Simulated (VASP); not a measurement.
A run of VASP 6.6.1 is set up as follows.

INCAR

```
SYSTEM = ScAl3N4
  PREC = Accurate
  ENCUT = 520
  EDIFF = 1E-8
  ISMEAR = -1
  SIGMA = 0.05
  LREAL = .False.
  LASPH = .True.
  NELM = 100
  ALGO = Fast
  ISIF = 2
  LWAVE = .False.
  LCHARG = .False.
  GGA = PE
  LEPSILON = .True.
```

Contents of KPOINTS:

```
Automatic mesh
0
Gamma
  4 4 5
  0 0 0
```

The input POSCAR:

```
ScAl3N4
1.0
    6.3740000000      0.0000000000      0.0000000000
   -3.1870000000      5.5200459237      0.0000000000
    0.0000000000      0.0000000000      4.9570000000
Al Sc N
6 2 8
Direct
    0.1666666667      0.3333333333      0.0000000000
    0.1666666667      0.8333333333      0.0000000000
    0.6666666667      0.8333333333      0.0000000000
    0.3333333333      0.6666666667      0.5000000000
    0.8333333333      0.1666666667      0.5000000000
    0.8333333333      0.6666666667      0.5000000000
    0.6666666667      0.3333333333      0.0000000000
    0.3333333333      0.1666666667      0.5000000000
    0.1666666667      0.3333333333      0.3820000000
    0.1666666667      0.8333333333      0.3820000000
    0.6666666667      0.3333333333      0.3820000000
    0.6666666667      0.8333333333      0.3820000000
    0.3333333333      0.1666666667      0.8820000000
    0.3333333333      0.6666666667      0.8820000000
    0.8333333333      0.1666666667      0.8820000000
    0.8333333333      0.6666666667      0.8820000000
```

Potentials or basis: VASP PAW PBE potentials, release 64 (Al, Sc_sv, N).

The run is started by

```sh
$ cat potpaw_PBE.64/Al/POTCAR potpaw_PBE.64/Sc_sv/POTCAR potpaw_PBE.64/N/POTCAR > POTCAR
$ mpirun -np 1 vasp_std > vasp.out
```

(1) What does it give for the electronic dielectric tensor (diagonal)?

(2) What does it give for the Born charges (mean of the diagonal)?

(3) Estimate the band gap on the k mesh.

Results:

(1) 5.01, 5.03, 5.25.

(2) Al +2.69, +2.62; Sc +2.93; N -2.73, -2.84, -2.62 e.

(3) 4.18 eV, indirect (least direct gap 4.30 eV).

Caveat: an odd mesh through Γ misses points on the zone boundary, where band edges often lie.
